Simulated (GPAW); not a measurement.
MgO:

```xyz
2
Lattice="0.0000 2.0970 2.0970 2.0970 0.0000 2.0970 2.0970 2.0970 0.0000" Properties=species:S:1:pos:R:3 pbc="T T T"
Mg    0.0000    0.0000    0.0000
O     2.0970    2.0970    2.0970
```

The cell is a database's computed one.

- Program: GPAW 26.7.0
- Task: single point
- Functional: PBEsol
- Potentials or basis: PAW data sets generated in the run's folder for this functional
- Cutoff: 800 eV
- Basis: pw
- k mesh: 11 × 11 × 11
- Occupations: fermi-dirac, width 0.05 eV
- Spin: no spin polarisation

On this cell: pressure 3.1 GPa; largest force zero by symmetry; band gap on the k mesh 4.78 eV, direct.

The same run follows on a disturbed copy (atoms moved at random, drawn with an rms of 0.05 Å):

```
Mg O
1.0
     0.00000    2.09700    2.09700
     2.09700    0.00000    2.09700
     2.09700    2.09700    0.00000
Mg O
1 1
Direct
  0.98355 0.02051 0.98418
  0.50225 0.49698 0.50691
```

Problem. What changes?

Solution. The energy moves by +11.6 meV/atom; pressure 3.9 GPa; largest force 0.543 eV/Å; band gap on the k mesh 4.78 eV, direct.

Forces in eV/Å, atoms in the order of the input:
```
Mg  -0.010  0.540 -0.058
O    0.010 -0.540  0.058
```

Stress tensor (GPa, compression positive):
```
2.93 0.01 0.00
0.01 5.84 0.06
0.00 0.06 2.96
```

